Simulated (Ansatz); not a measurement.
# Cr (Cmcm) in Ansatz: a series of runs

The runs below take Cr through phonons, elastic constants, with PBEsol.

All numbers are computed with Ansatz 0.2.0; they aren't measurements. Logs are shortened: lines on timing, memory, paths and dates and some standing lists are left out, and cuts for length are marked.

## (1) The crystal as given

It takes space group Cmcm (No. 63, orthorhombic). The conventional cell has a = 2.294 Å, b = 4.934 Å, c = 4.064 Å, α = 90.00°, β = 90.00°, γ = 90.00°. Cr (site symmetry m2m) is surrounded by 8 Cr at 2.29 to 2.62 Å.

This isn't the form of Cr at room conditions, which is bcc.

## (2) Phonons, PBEsol, collinear spin, ferromagnetic start

Contents of input.yaml:

```yaml
crystal:
  lattice:
    - [1.147050505, -2.46702512, 0.0]
    - [1.147050505, 2.46702512, 0.0]
    - [0.0, 0.0, 4.06431074]
  atoms:
    - { symbol: Cr, position: [0.87053258, 0.12946742, 0.75], spin: 3.0 }
    - { symbol: Cr, position: [0.12946742, 0.87053258, 0.25], spin: 3.0 }
hamiltonian:
  xc: pbesol
  pseudopotentials: { kind: paw }
magnetization:
  spin_polarized: true
kpoints:
  mp_grid: { grid: [12, 12, 6] }
scf:
  occupations: { method: fermi_dirac, width: 0.05 }
phonons:
  method: dfpt
  qmesh: [2, 2, 2]
  temperatures: { t_max: 1000, t_step: 100 }
  qpath:
    path:
      - [[0.0, 0.0, 0.0], [0.3040453018, 0.3040453018, 0.0], [0.0, 0.5, 0.0], [0.0, 0.5, 0.5], [0.3040453018, 0.3040453018, 0.5], [0.0, 0.0, 0.5], [0.0, 0.0, 0.0], [-0.5, 0.5, 0.0], [-0.3040453018, 0.6959546982, 0.0], [-0.3040453018, 0.6959546982, 0.5], [-0.5, 0.5, 0.5], [-0.5, 0.5, 0.0]]
      - [[0.0, 0.0, 0.5], [-0.5, 0.5, 0.5]]
    npoints: 8
```

Potentials or basis: Ansatz PAW.

Launch:

```
ansatz run input.yaml --threads 2 --pin off --max-ram 5632MiB --backend cpu --events-out ev --progress --plain --runs-dir out
```

Output:

```text
Warning: RAYON_NUM_THREADS=2 ignored (pool sized by the plan → 2); use --threads N
Engine: ansatz 0.2.0, x86_64-unknown-linux-gnu
Pseudopotentials: kind: paw
Pseudopotential: Cr, paw, valence charge 14, recommended cutoff 420 eV (normal), Cr.paw.azcp
Functional definition: PBEsol
  exchange = pbesol_x
  correlation = pbesol_c
Crystal: 2 atoms, lattice volume = 23.002 Å³
Basis set: ecut = 420 eV, 459 PW (Γ), exchange–correlation on 40×40×60 points (8 copies of the dense FFT grid, shifted against one another)
Bands: 21, of which v1, the nominal top of the filled ones, is band 14 counted from 1 (13 counted from 0)
Symmetry: 8 space group operations
Space group: Cmcm (ITA 63), of the structure as read, at distance tolerance 2.8e-5 Å
Magnetic group: BNS 63.457 (UNI 555), of the structure as read, at distance tolerance 2.8e-5 Å
k-points: 172 of 864
Non-local potential: Cr, projectors of the file, l = 0: 3, l = 1: 2, l = 2: 3, l = 3: 1
PAW form: soft (Blöchl's): semilocal exchange-correlation on the pseudo side does not see the compensation charge
PAW frozen core: Cr, regenerated for the run's functional, and the local potential with it (the file was generated under x = pbe(κ = 0.804, μ = 0.2195149727645171), c = pbe(β = 0.06672455060314922))
PAW one-centre angular grid: Cr, 590 points (default); XC on 64 Gauss nodes
Initial density: superposition of atomic densities (chi_scale 0.1, normalization cell)
Starting moments: Σ|m| = 6 μB on 2 of 2 sites
Initial wavefunctions: pseudopotential atomic-orbital guess
Functional: x = pbesol(κ = 0.804, μ = 0.12345679012345678), c = pbesol(β = 0.046)
SCF 1 converged in 11 iterations: F = -6697.715074 eV  dr2 = 3.90e-12
Bands: 18, of which v1, the nominal top of the filled ones, is band 14 counted from 1 (13 counted from 0)
Initial density: read from a saved state, or passed on in memory by an earlier SCF of this step, an earlier step, the calling program or the single point that the run made first
Stability of the state it starts from, as read at its close in the collinear treatment: not read negative (Ritz values of 1 − χ₀K, real part plus size of imaginary part, from 0.60 to 0.67, by its mixing steps under the symmetry group of the SCF that read it); its run was given moments
iter 1 solved again at ethr=4.86e-10 eV; its pass at ethr=3.10e-3 eV (dr2=1.36e-7 eV) is discarded
SCF iter   1: F=—  HF=-6697.715074 eV  |F-HF|=—  |Δ(HF+E_count)|=         —  Δρ=7.81e-8 (↑7.81e-8 ↓7.81e-8)  dr2=3.64e-12  dr2_m=0.00e0  M=0.000 μB ∫|m|=0.000 μB  β_m=0.30  ethr=4.86e-10  ⟨swp⟩=3.2  Hψ=20942  notcnv=0
preconditioner: auto → none  [metal: Δε(μ)=0.003 eV  Ē_g=3.710 eV  σ=0.050 eV  W_gap=0.01  n_scr=4 (ndim 8)  ℏωp=26.8 eV  f_vac=0.000  D(μ)=2.72/eV (n_scr^D=34)]
SCF iter   2: F=-6697.715074 eV  HF=-6697.715074 eV  |F-HF|=0.00e0  |Δ(HF+E_count)|=  5.37e-11  Δρ=3.10e-8 (↑3.10e-8 ↓3.10e-8)  dr2=4.41e-13  dr2_m=0.00e0  M=0.000 μB ∫|m|=0.000 μB  ethr=1.00e-12  ⟨swp⟩=5.3  Hψ=12599  notcnv=0
SCF 2 converged in 2 iterations: F = -6697.715074 eV  dr2 = 4.41e-13
NSCF: frozen V_eff on 172 k-points
NSCF: frozen V_eff on 172 k-points
DFPT response loops at q = (0, 0, 0) (fractional): preconditioner auto → Kerker (q_TF=auto, 2.819 Å⁻¹) (partly filled bands, converged f_vac=0.000); β = 1.00, the filter's whole step (`scf.mixing.beta` (0.30) is not read by the response loops under this deck's `scf.mixing.preconditioner`; to damp them name `kerker` or `kerker_dos`, under which they read `scf.mixing.beta`, and type it under 1.00, their step now; both keys bind the ground state too); Broyden in place of MSR1
NSCF: frozen V_eff on 344 k-points
DFPT response loops at q = (0, 0, -0.5) (fractional): mixed as the last ones told, above
NSCF: frozen V_eff on 592 k-points
DFPT response loops at q = (0, -0.5, 0) (fractional): mixed as the last ones told, above
NSCF: frozen V_eff on 592 k-points
DFPT response loops at q = (0, -0.5, -0.5) (fractional): mixed as the last ones told, above
NSCF: frozen V_eff on 344 k-points
DFPT response loops at q = (-0.5, -0.5, 0) (fractional): mixed as the last ones told, above
NSCF: frozen V_eff on 344 k-points
DFPT response loops at q = (-0.5, -0.5, -0.5) (fractional): mixed as the last ones told, above
SCF converged after 2 iterations
Magnetization: 0.0000 μB (14.0000 up, 14.0000 down)
Absolute magnetization: 0.0000 μB (∫|ρ↑−ρ↓|)
Spin contamination: 0.0000 ħ² per cell (⟨S²⟩ above its minimum at these occupations)
Per-site moments (μB) at R_I (Å): [(0.0, 0.946316666625), (0.0, 0.946316666625)]
Free energy (F): -6697.715074 eV
Harris-Foulkes:  -6697.715074 eV  (|F-HF|=0.00e0)
Internal energy: -6697.692448 eV  (E = F + TS)
E sigma→0 (E₀):  -6697.703761 eV
Entropy (-TS):   -0.022625 eV (-11.313 meV/atom)
Fermi energy:    19.355783 eV
--- Per-component energies (eV) ---
  E_band       = -285.411780
  E_kinetic    = 688.996250
  E_local      = -2368.162840  (includes V_loc(G=0)·N_el)
  E_nonlocal   = 161.818404
  E_hartree    = 1034.274416
  E_xc         = -278.564291
  E_vxc        = -356.961524  (∫ρ·V_xc dr)
  E_paw        = -2335.329170  (= ΣΔE_a)
  E_vpaw       = -479.651636  (= ΣTr[D̂ρ^β])
  E_aug_tail   = 0.000719  (compensation charges beyond the density's cutoff)
  E_ewald      = -3601.045936
  E_core_change = 0.319999  (= ΣΔE_core)
  E_smearing   = -0.022625  (= −TS)
  E_closure    = 0.000000  (closes the sum)
  Σ components = -6697.715074   (vs F -6697.715074, Δ=0.00e0)
--- Band table (eV; the first three rows and the last of 344) ---
  k-point 0 ↑: bands = ["-52.1628", "-51.9473", "-23.9480", "-23.3920", "-23.1393", "-22.9702", "-22.8989", "-22.8873", "11.4996", "14.9865", "17.1714", "17.4063", "18.4956", "19.5296", "20.3354", "20.3643", "20.4011", "21.0528"]
  k-point 1 ↑: bands = ["-52.1486", "-51.9619", "-23.8862", "-23.3783", "-23.1551", "-23.0353", "-22.8981", "-22.8880", "11.7988", "14.9754", "17.1737", "17.3961", "18.7211", "19.2933", "19.6222", "20.1919", "20.2374", "21.2567"]
  k-point 2 ↑: bands = ["-52.1096", "-52.0018", "-23.7165", "-23.3527", "-23.1989", "-23.1974", "-22.8959", "-22.8901", "12.6352", "14.6958", "17.2718", "17.3815", "18.4361", "18.7155", "19.3574", "19.9736", "20.0044", "21.0144"]
  k-point 171 ↓: bands = ["-51.9970", "-51.9970", "-23.9219", "-23.9219", "-23.1675", "-23.1675", "-22.9429", "-22.9429", "14.9798", "14.9798", "16.6233", "16.6233", "19.6381", "19.6381", "20.8831", "20.8831", "21.6846", "21.6846"]
--- Phonons (Γ-DFPT): 3 representative perturbations + reference (Σ response iterations 9) ---
  ASR residual: 8.193e-4 → 0.000e0 eV/Å²; symmetrization residual: 6.821e-13 eV/Å²
  ASR residual per site (eV/Å²): 8.19e-4 8.19e-4
  Γ frequencies (cm⁻¹): -252.37 0.00 0.00 0.00 175.65 322.13
--- Phonons (arbitrary-q DFPT): 6 irreducible q on the 2×2×2 mesh ---
  q = [0.0000, 0.0000, 0.0000] (star 1, of the zone-centre solve; hermiticity 7.24e-14, symmetrization 6.88e-14): -252.37 0.00 0.00 0.00 175.65 322.13
  q = [0.0000, 0.0000, -0.5000] (star 1, 3 solved perturbations on 172 of 864 k-point pairs; hermiticity 3.95e-7, symmetrization 3.68e-14): -148.09 -148.09 106.44 106.44 254.84 254.84
  q = [0.0000, -0.5000, 0.0000] (star 2, 3 solved perturbations on 296 of 864 k-point pairs; hermiticity 2.61e-7, symmetrization 4.39e-14): -98.04 -75.14 104.54 242.46 270.51 290.91
  q = [0.0000, -0.5000, -0.5000] (star 2, 3 solved perturbations on 296 of 864 k-point pairs; hermiticity 5.13e-7, symmetrization 6.64e-14): 75.76 75.76 149.25 149.25 282.78 282.78
  q = [-0.5000, -0.5000, 0.0000] (star 1, 3 solved perturbations on 172 of 864 k-point pairs; hermiticity 3.44e-13, symmetrization 9.51e-14): -149.66 -82.46 151.89 246.60 298.16 321.08
  q = [-0.5000, -0.5000, -0.5000] (star 1, 3 solved perturbations on 172 of 864 k-point pairs; hermiticity 2.15e-7, symmetrization 1.02e-13): -146.86 -146.86 135.69 135.69 343.35 343.35
  sum rule: each row above includes the acoustic sum rule's correction from the zone centre's row sums; it moved no ω² by more than (2.07 cm⁻¹)²
  mesh force constants: q→R imaginary residual 6.41e-18; ASR residual 8.193e-4 → 0.000e0 eV/Å²; symmetrization residual 8.882e-16 eV/Å²
  interpolated dispersion: 98 rows × 6 modes
  density of states and harmonic sums: on the 30×30×16 q-mesh, interpolated from the force constants of a 2×2×2 supercell (no non-analytic term)
  largest difference from the sums on the solved wave vectors: F 8.93e-2 eV, S 1.26e-4 and C_V 3.72e-5 eV/K
  zero-point energy: 0.056073 eV/cell   skipped modes (ω ≤ 0): 2904, of them read as no rigid motion or as one in doubt: 2901 (1.325e0 modes/cell left out, lowest -252.37 cm⁻¹)   left out of the sums: 2.21e-1 of the cell's modes: C_V's classical limit lies that fraction below 3 k_B per atom; for a crystal, a wire or a layer, F and S can be off by more, and a phonons.interpolated_qmesh denser along its periods is the remedy for the sampling
```

It took 2.2 min on 2 threads of Intel Xeon Platinum 8375C at 2.90GHz (Ice Lake), shared host; peak memory 1.1 GiB.

What came out:

| Item | Value |
| --- | --- |
| Free energy | -6697.7151 eV |
| Band gap on the k mesh | none (metal or under the smearing width) |
| Net moment | 0.00 μB per cell |
| Absolute moment | 0.00 μB per cell |
| Highest phonon frequency | 343 cm⁻¹ |
| Most unstable mode | 252i cm⁻¹ |

Phonon frequencies in cm⁻¹ (negative: imaginary):
| q point | frequencies |
| --- | --- |
| (0.000, 0.000, 0.000) | -252 0 0 0 176 322 |
| (0.000, 0.000, -0.500) | -148 -148 106 106 255 255 |
| (0.000, -0.500, 0.000) | -98 -75 105 242 271 291 |
| (0.000, -0.500, -0.500) | 76 76 149 149 283 283 |
| (-0.500, -0.500, 0.000) | -150 -82 152 247 298 321 |
| (-0.500, -0.500, -0.500) | -147 -147 136 136 343 343 |

Caveat: some modes are imaginary; the starting moments collapsed, and a magnetic state may lie lower; the q mesh is small, so phonon branches between its points and thermal values are rough; the PAW data sets come from PBE, with cores solved anew for the run's functional, which leaves a small shift of forces and pressure.

## (3) Elastic constants, PBEsol, collinear spin, ferromagnetic start

Contents of input.yaml:

```yaml
crystal:
  lattice:
    - [1.147050505, -2.46702512, 0.0]
    - [1.147050505, 2.46702512, 0.0]
    - [0.0, 0.0, 4.06431074]
  atoms:
    - { symbol: Cr, position: [0.87053258, 0.12946742, 0.75], spin: 3.0 }
    - { symbol: Cr, position: [0.12946742, 0.87053258, 0.25], spin: 3.0 }
hamiltonian:
  xc: pbesol
  pseudopotentials: { kind: paw }
magnetization:
  spin_polarized: true
kpoints:
  mp_grid: { grid: [12, 12, 6] }
scf:
  occupations: { method: fermi_dirac, width: 0.05 }
output:
  forces: true
  stress: true
elastic:
  mode: relaxed_ion
  stencil: two_point
```

Potentials or basis: Ansatz PAW.

Launch:

```
ansatz run input.yaml --threads 2 --pin off --max-ram 5632MiB --backend cpu --events-out ev --progress --plain --runs-dir out
```

It took 1.8 min on 2 threads of Intel Xeon Platinum 8375C at 2.90GHz (Ice Lake), shared host; peak memory 0.57 GiB.

The run converged. Its results:

```yaml
Free_energy: -6697.7196 eV
Pressure: -1.9 GPa
Band_gap_on_the_k_mesh: none (metal or under the smearing width)
Net_moment: 0.00 μB per cell
Absolute_moment: 0.00 μB per cell
Voigt_bulk_modulus: 253 GPa
```

Stress tensor (GPa, compression positive):
```
-2.71  0.00  0.00
 0.00 -5.22  0.00
 0.00  0.00  2.18
```

Levels at points of the mesh, in eV from the Fermi level:
Spin up:
| k point | band 11 | band 12 | band 13 | band 14 | band 15 | band 16 | band 17 | band 18 |
| --- | --- | --- | --- | --- | --- | --- | --- | --- |
| (0.00, 0.00, 0.00) | -2.21 | -1.88 | -0.83 | 0.14 | 0.97 | 0.99 | 1.06 | 1.58 |
| (0.00, 0.00, -0.50) | -1.99 | -1.99 | -1.17 | -1.17 | 0.55 | 0.55 | 0.81 | 0.81 |
| (0.00, -0.50, 0.00) | -3.82 | -1.47 | -0.35 | 0.00 | 0.35 | 1.93 | 2.19 | 2.24 |
| (0.00, -0.50, -0.50) | -2.37 | -2.37 | 0.14 | 0.14 | 1.27 | 1.27 | 2.40 | 2.40 |
| (-0.50, -0.50, 0.00) | -2.77 | -2.44 | -1.81 | -1.40 | 0.52 | 2.08 | 2.58 | 2.75 |
| (-0.50, -0.50, -0.50) | -2.72 | -2.72 | 0.27 | 0.27 | 1.52 | 1.52 | 2.33 | 2.33 |
Spin down:
```csv
k point,band 11,band 12,band 13,band 14,band 15,band 16,band 17,band 18
"(0.00, 0.00, 0.00)",-2.21,-1.88,-0.83,0.14,0.97,0.99,1.06,1.58
"(0.00, 0.00, -0.50)",-1.99,-1.99,-1.17,-1.17,0.55,0.55,0.81,0.81
"(0.00, -0.50, 0.00)",-3.82,-1.47,-0.35,0.00,0.35,1.93,2.19,2.24
"(0.00, -0.50, -0.50)",-2.37,-2.37,0.14,0.14,1.27,1.27,2.40,2.40
"(-0.50, -0.50, 0.00)",-2.77,-2.44,-1.81,-1.40,0.52,2.08,2.58,2.75
"(-0.50, -0.50, -0.50)",-2.72,-2.72,0.27,0.27,1.52,1.52,2.33,2.33
```

Elastic tensor in Voigt notation (GPa, in the Cartesian axes of the cell as first typed):
```
  494   110   175     0     0     0
  107   390   219     0     0     0
  180   226   378     0     0     0
    0     0     0    73     0     0
    0     0     0     0  -131     0
    0     0     0     0     0 -8506
```

Caveat: the starting moments collapsed, and a magnetic state may lie lower; the elastic tensor has a negative eigenvalue, so either the cell is unstable as it stands or the mesh is too thin; the PAW data sets come from PBE, with cores solved anew for the run's functional, which leaves a small shift of forces and pressure.
